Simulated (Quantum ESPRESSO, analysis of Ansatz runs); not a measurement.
# HfO2 (P2_1/c), nudged elastic band: V_O hop (2.6 Å) (q = 0) (Quantum ESPRESSO), part 3 of 3

Wanted: path and barrier of a jump of O in HfO2 (P2_1/c) at charge 0. The case: V_O hop (2.6 Å), in a cell of 48 host atoms with 1 O taken out.

Quantum ESPRESSO 7.5; Quantum ESPRESSO plane-wave DFT, PBEsol, GBRV 1.5 PBEsol potentials; nudged elastic band between two relaxed defect structures.

So far: Set-up; Relaxation of the start point, charge 0; Relaxation of the end point, charge 0.

**4. Nudged elastic band, charge 0**

3 movable images are laid between the ends by interpolation. Each image feels the true force across the path and a spring force along it. The highest image is set to climb to the top of the path.

This step: Quantum ESPRESSO plane-wave DFT, PBEsol, GBRV 1.5 PBEsol potentials; nudged elastic band between two relaxed defect structures.

The input, neb.in:

```
BEGIN
BEGIN_PATH_INPUT
&PATH
  restart_mode = 'from_scratch'
  string_method = 'neb'
  nstep_path = 45
  ds = 1.5
  opt_scheme = 'broyden'
  num_of_images = 5
  k_max = 0.3
  k_min = 0.2
  CI_scheme = 'auto'
  path_thr = 0.06
/
END_PATH_INPUT
BEGIN_ENGINE_INPUT
&CONTROL
  prefix = 'pwscf'
  outdir = './tmp'
  pseudo_dir = './pseudo'
  disk_io = 'low'
/
&SYSTEM
  ibrav = 0
  nat = 47
  ntyp = 2
  ecutwfc = 36
  ecutrho = 288
  nbnd = 193
  occupations = 'fixed'
  nosym = .true.
/
&ELECTRONS
  conv_thr = 5d-08
  electron_maxstep = 100
  mixing_beta = 0.5
/
ATOMIC_SPECIES
Hf   178.4900 hf_pbesol_v1.uspp.F.UPF
O     15.9990 o_pbesol_v1.2.uspp.F.UPF
CELL_PARAMETERS angstrom
  -5.9416700285    5.1632182997    5.1583953554
   4.2040263166   -5.1632182997    5.1655565942
   5.9416700285    5.1632182997   -5.1583953554
BEGIN_POSITIONS
FIRST_IMAGE
ATOMIC_POSITIONS crystal
Hf     0.0829144576    0.4909296514    0.8654842235
Hf     0.0828897976    0.9927356699    0.3672081832
Hf     0.5820450682    0.4913338716    0.3668803330
Hf     0.5820589627    0.9914718519    0.8656832527
Hf     0.3758723449    0.2576862833    0.8396494774
Hf     0.3747593794    0.7577644338    0.3398296182
Hf     0.8748123871    0.2565255825    0.3396049778
Hf     0.8737508170    0.7563906517    0.8406367128
Hf     0.4178276652    0.0066809841    0.1327745884
Hf     0.4176810878    0.5054958459    0.6322568267
Hf     0.9172930725    0.0066478508    0.6333983446
Hf     0.9172976589    0.5068822339    0.1329960378
Hf     0.1254528807    0.2417027897    0.1596048567
Hf     0.1265044491    0.7418906420    0.6605758292
Hf     0.6255109604    0.2429651120    0.6597137581
Hf     0.6259459542    0.7422395920    0.1604019478
O      0.3648241714    0.2157362461    0.5941674128
O      0.3627721072    0.7142459067    0.0950570481
O      0.8622612995    0.2140356812    0.0951144439
O      0.8576166348    0.7081298280    0.5958570825
O      0.3816148942    0.0359275058    0.8982277466
O      0.3822014460    0.5347187530    0.3985795074
O      0.8805853031    0.0346203924    0.3970864812
O      0.8745344065    0.5304651742    0.8881065656
O      0.1374978118    0.2840213673    0.4040289958
O      0.1387085703    0.7835315240    0.9044518224
O      0.6388589560    0.2848174373    0.9051174453
O      0.6384418932    0.7850365377    0.4050638931
O      0.1195213306    0.4651915774    0.1030941976
O      0.1184127895    0.9625207209    0.6021035788
O      0.6197805273    0.9641718554    0.1016613310
O      0.3376046071    0.2068770082    0.1929359574
O      0.3380027236    0.7088352119    0.6908363184
O      0.8378154467    0.2062932624    0.6929101906
O      0.8379047131    0.7073908368    0.1936476385
O      0.4859848319    0.0423682568    0.3796774486
O      0.4886956517    0.5419047106    0.8806415126
O      0.9867212951    0.0428391481    0.8799043076
O      0.9840039762    0.5416274514    0.3788397440
O      0.1631851038    0.2915779003    0.8053648411
O      0.1611749426    0.7913663912    0.3031673107
O      0.6631866311    0.2917233046    0.3109318158
O      0.6606919453    0.7887323222    0.7997003843
O      0.0176533631    0.4570937419    0.6202545214
O      0.0120794401    0.9572492763    0.1198496532
O      0.5129120572    0.4566295615    0.1198167464
O      0.5097046390    0.9585830822    0.6187234385
INTERMEDIATE_IMAGE
ATOMIC_POSITIONS crystal
Hf     0.0826690256    0.4911414235    0.8658044814
Hf     0.0827977994    0.9926423053    0.3672932615
[... 45 atom lines left out ...]
INTERMEDIATE_IMAGE
ATOMIC_POSITIONS crystal
Hf     0.0824808618    0.4913599905    0.8661292272
Hf     0.0829264959    0.9927284067    0.3675275198
[... 45 atom lines left out ...]
INTERMEDIATE_IMAGE
ATOMIC_POSITIONS crystal
Hf     0.0822951593    0.4915732718    0.8664513233
Hf     0.0830332280    0.9927990677    0.3677346197
[... 45 atom lines left out ...]
LAST_IMAGE
ATOMIC_POSITIONS crystal
Hf     0.0820950734    0.4917973057    0.8667907556
Hf     0.0831147661    0.9928488789    0.3679309203
[... 2 atom lines left out ...]
Hf     0.3731573637    0.2549623335    0.8381190979
[... 4 atom lines left out ...]
Hf     0.4160678697    0.5062006968    0.6331617245
[... 4 atom lines left out ...]
Hf     0.6248773463    0.2410921585    0.6600205485
[... 1 atom line left out ...]
O      0.6125303428    0.4577039507    0.6008793823
[... 4 atom lines left out ...]
O      0.3791348700    0.5333497629    0.3953325237
[... 1 atom line left out ...]
O      0.8801728475    0.5348160109    0.8972868440
O      0.1422379851    0.2803439937    0.4064877414
[... 1 atom line left out ...]
O      0.6359182263    0.2846177621    0.9032323177
[... 4 atom lines left out ...]
O      0.3372497806    0.2066091758    0.1914960222
[... 3 atom lines left out ...]
O      0.4834473109    0.0420500009    0.3797895246
O      0.4895504197    0.5385227968    0.8785788821
[... 5 atom lines left out ...]
O      0.6631169303    0.7928332698    0.8057231681
[... 3 atom lines left out ...]
O      0.5127072003    0.9562650546    0.6194503878
END_POSITIONS
K_POINTS gamma
END_ENGINE_INPUT
END
```

Started as:

```
$ OMP_NUM_THREADS=1 mpirun -n 4 neb.x -ni 2 -inp neb.in > neb.out
```

Output:

```text
[shortened: banners, details of potentials and solvers, and blank lines are left out]
[banner, memory and clock lines left out]
     path-images division:  nimage    =       2
     initial path length           =  4.7984 bohr
     initial inter-image distance  =  1.1996 bohr
     string_method                 =    neb
     restart_mode                  =    from_scratch
     opt_scheme                    =    broyden
     num_of_images                 =    5
     nstep_path                    =    45
     CI_scheme                     =    auto
     first_last_opt                =    F
     use_freezing                  =    F
     ds                            =    1.5000 a.u.
     k_max                         =    0.3000 a.u.
     k_min                         =    0.2000 a.u.
     path_thr                      =    0.0600 eV / A
     ------------------------------ iteration   1 ------------------------------
     activation energy (->) =   4.008796 eV
     activation energy (<-) =   4.008148 eV
     image        energy (eV)        error (eV/A)        frozen
         1     -48209.5190437            0.019840            T
         2     -48207.5336163            2.760337            F
         3     -48205.5102478            5.127194            F
         4     -48207.6488186            2.873246            F
         5     -48209.5183962            0.020088            T
     climbing image =  3
     path length          =  4.798 bohr
     inter-image distance =  1.200 bohr
     ------------------------------ iteration   2 ------------------------------
     activation energy (->) =   3.247233 eV
     activation energy (<-) =   3.246586 eV
     image        energy (eV)        error (eV/A)        frozen
         1     -48209.5190437            0.019840            T
         2     -48207.7606208            0.857037            F
         3     -48206.2718103            2.294995            F
         4     -48208.0368739            0.870381            F
         5     -48209.5183962            0.020088            T
     climbing image =  3
     path length          =  4.967 bohr
[...]
------------------------------ iteration   3 ------------------------------
     activation energy (->) =   3.004367 eV
     activation energy (<-) =   3.003719 eV
     image        energy (eV)        error (eV/A)        frozen
         1     -48209.5190437            0.019840            T
         2     -48207.7959706            0.705397            F
         3     -48206.5146770            1.098470            F
         4     -48208.1002797            0.664247            F
         5     -48209.5183962            0.020088            T
     climbing image =  3
     path length          =  4.960 bohr
[...]
------------------------------ iteration   4 ------------------------------
     activation energy (->) =   2.896159 eV
     activation energy (<-) =   2.895512 eV
     image        energy (eV)        error (eV/A)        frozen
         1     -48209.5190437            0.019840            T
         2     -48207.8398682            0.570116            F
         3     -48206.6228844            0.562423            F
         4     -48208.1367896            0.579677            F
         5     -48209.5183962            0.020088            T
     climbing image =  3
     path length          =  5.058 bohr
[...]
------------------------------ iteration   5 ------------------------------
     activation energy (->) =   2.837587 eV
     activation energy (<-) =   2.836939 eV
     image        energy (eV)        error (eV/A)        frozen
         1     -48209.5190437            0.019840            T
         2     -48207.9319690            0.592723            F
         3     -48206.6814571            0.675016            F
         4     -48208.1496833            0.507948            F
         5     -48209.5183962            0.020088            T
     climbing image =  3
     path length          =  5.172 bohr
[...]
------------------------------ iteration   6 ------------------------------
     activation energy (->) =   2.810319 eV
     activation energy (<-) =   2.809671 eV
     image        energy (eV)        error (eV/A)        frozen
         1     -48209.5190437            0.019840            T
         2     -48208.0281220            0.346238            F
         3     -48206.7087251            0.453195            F
         4     -48208.1696016            0.431089            F
         5     -48209.5183962            0.020088            T
     climbing image =  3
     path length          =  5.197 bohr
[...]
------------------------------ iteration   7 ------------------------------
     activation energy (->) =   2.738503 eV
     activation energy (<-) =   2.737855 eV
     image        energy (eV)        error (eV/A)        frozen
         1     -48209.5190437            0.019840            T
         2     -48208.2633683            0.379449            F
         3     -48206.7805407            0.657902            F
         4     -48208.1593535            0.475792            F
         5     -48209.5183962            0.020088            T
     climbing image =  3
     path length          =  5.495 bohr
[...]
------------------------------ iteration   8 ------------------------------
     activation energy (->) =   2.721590 eV
     activation energy (<-) =   2.720943 eV
     image        energy (eV)        error (eV/A)        frozen
         1     -48209.5190437            0.019840            T
         2     -48208.2597114            0.169093            F
         3     -48206.7974536            0.241291            F
         4     -48208.1935149            0.174430            F
         5     -48209.5183962            0.020088            T
     climbing image =  3
     path length          =  5.450 bohr
[...]
------------------------------ iteration   9 ------------------------------
     activation energy (->) =   2.714177 eV
     activation energy (<-) =   2.713530 eV
     image        energy (eV)        error (eV/A)        frozen
         1     -48209.5190437            0.019840            T
         2     -48208.2525358            0.131967            F
         3     -48206.8048664            0.207354            F
         4     -48208.2117518            0.165789            F
         5     -48209.5183962            0.020088            T
     climbing image =  3
     path length          =  5.440 bohr
[...]
------------------------------ iteration  10 ------------------------------
     activation energy (->) =   2.692285 eV
     activation energy (<-) =   2.691637 eV
     image        energy (eV)        error (eV/A)        frozen
         1     -48209.5190437            0.019840            T
         2     -48208.2743667            0.181020            F
         3     -48206.8267589            0.369224            F
         4     -48208.2396045            0.254383            F
         5     -48209.5183962            0.020088            T
     climbing image =  3
     path length          =  5.554 bohr
[...]
------------------------------ iteration  11 ------------------------------
     activation energy (->) =   2.681429 eV
     activation energy (<-) =   2.680782 eV
     image        energy (eV)        error (eV/A)        frozen
         1     -48209.5190437            0.019840            T
         2     -48208.2682601            0.170446            F
         3     -48206.8376146            0.200559            F
         4     -48208.2778700            0.254516            F
         5     -48209.5183962            0.020088            T
     climbing image =  3
     path length          =  5.757 bohr
[...]
------------------------------ iteration  12 ------------------------------
     activation energy (->) =   2.682363 eV
     activation energy (<-) =   2.681716 eV
     image        energy (eV)        error (eV/A)        frozen
         1     -48209.5190437            0.019840            T
         2     -48208.2678955            0.160643            F
         3     -48206.8366803            0.139774            F
         4     -48208.3033404            0.172421            F
         5     -48209.5183962            0.020088            T
     climbing image =  3
     path length          =  5.817 bohr
[...]
------------------------------ iteration  13 ------------------------------
     activation energy (->) =   2.677689 eV
     activation energy (<-) =   2.677042 eV
     image        energy (eV)        error (eV/A)        frozen
         1     -48209.5190437            0.019840            T
         2     -48208.2759936            0.119887            F
         3     -48206.8413544            0.100684            F
         4     -48208.3070187            0.122891            F
         5     -48209.5183962            0.020088            T
     climbing image =  3
     path length          =  5.775 bohr
[...]
------------------------------ iteration  14 ------------------------------
     activation energy (->) =   2.673350 eV
     activation energy (<-) =   2.672702 eV
     image        energy (eV)        error (eV/A)        frozen
         1     -48209.5190437            0.019840            T
         2     -48208.2786114            0.095339            F
         3     -48206.8456939            0.083880            F
         4     -48208.3145627            0.084579            F
         5     -48209.5183962            0.020088            T
     climbing image =  3
     path length          =  5.743 bohr
[...]
------------------------------ iteration  15 ------------------------------
     activation energy (->) =   2.669403 eV
     activation energy (<-) =   2.668756 eV
     image        energy (eV)        error (eV/A)        frozen
         1     -48209.5190437            0.019840            T
         2     -48208.2728206            0.061274            F
         3     -48206.8496403            0.070091            F
         4     -48208.3201124            0.061955            F
         5     -48209.5183962            0.020088            T
     climbing image =  3
     path length          =  5.715 bohr
[...]
------------------------------ iteration  16 ------------------------------
     activation energy (->) =   2.665555 eV
     activation energy (<-) =   2.664907 eV
     image        energy (eV)        error (eV/A)        frozen
         1     -48209.5190437            0.019840            T
         2     -48208.2548856            0.037913            F
         3     -48206.8534891            0.050315            F
         4     -48208.3188697            0.072965            F
         5     -48209.5183962            0.020088            T
     climbing image =  3
     path length          =  5.666 bohr
[...]
------------------------------ iteration  17 ------------------------------
     activation energy (->) =   2.665224 eV
     activation energy (<-) =   2.664576 eV
     image        energy (eV)        error (eV/A)        frozen
         1     -48209.5190437            0.019840            T
         2     -48208.2540838            0.028537            F
         3     -48206.8538197            0.032608            F
         4     -48208.3143418            0.048875            F
         5     -48209.5183962            0.020088            T
     climbing image =  3
     path length          =  5.666 bohr
     inter-image distance =  1.416 bohr
     neb: convergence achieved in  17 iterations
```

Elapsed: 64 min, on 4 MPI ranks of AMD EPYC 7571, shared host; peak memory 2.5 GiB; 4.3 h of CPU time.

The path, image by image:

| image | path (Å) | energy (eV) | O17: x, y, z (Å) |
| --- | --- | --- | --- |
| 0 | 0.000 | 0.0000 | 2.270, 3.838, -0.069 |
| 1 | 0.761 | 1.2650 | 1.927, 3.615, 0.471 |
| 2 | 1.383 | 2.6652 | 1.789, 3.564, 1.021 |
| 3 | 2.110 | 1.2047 | 1.738, 3.631, 1.709 |
| 4 | 2.998 | 0.0006 | 1.855, 3.902, 2.424 |

Numbers from this step:

```
barrier forward  : 2.665 eV
barrier backward : 2.665 eV
end less start   : 6.48e-4 eV
hop length       : 2.528 Å
```

The band met its tolerance of 0.06 eV/Å after 17 iterations, with image 2 on top (the start counts as 0). O17, which moves farthest between the ends, has 4 Hf at 2.15 to 2.19 Å nearest at the start and 2 Hf at 1.96 Å at the top.

**5. What came out**

| Property | Result |
| --- | --- |
| barrier forward | 2.67 eV |
| barrier backward | 2.66 eV |
| end less start | 0.00 eV |
| hop length | 2.53 Å |
| band iterations, as the log counts them | 17 |

In words: The top of the band lies 2.67 eV above the start and 2.66 eV above the end. With an assumed prefactor of 1e13 per second it gives one hop a second along this one path at about 1030 K; whether such hops link up through the crystal wasn't checked. At the top O17 stands 1.96 Å from its nearest Hf, 0.19 Å closer than at the start. The order of the top as a saddle was not checked for all atoms, so a bent path could be lower. Keep in mind: sampling at the zone centre alone can move energies of charged and open-shell states by tenths of an eV or more in cells of this size; periodic copies of the defect are only 8.4 Å apart; spin–orbit coupling, which can matter with heavy atoms, is left out. The cutoff of 36 Ry is under the 40 Ry advised for these potentials.

[Logs are printed without paths, hosts, clocks, repeated set-up lines and the standing remarks that a program may print on its own settings, such as how far it seeks lower states.]

[Hosts, paths, dates, database ids (printed as entryN), source tags and the programs' standing remarks are cut or masked in the printed files.]
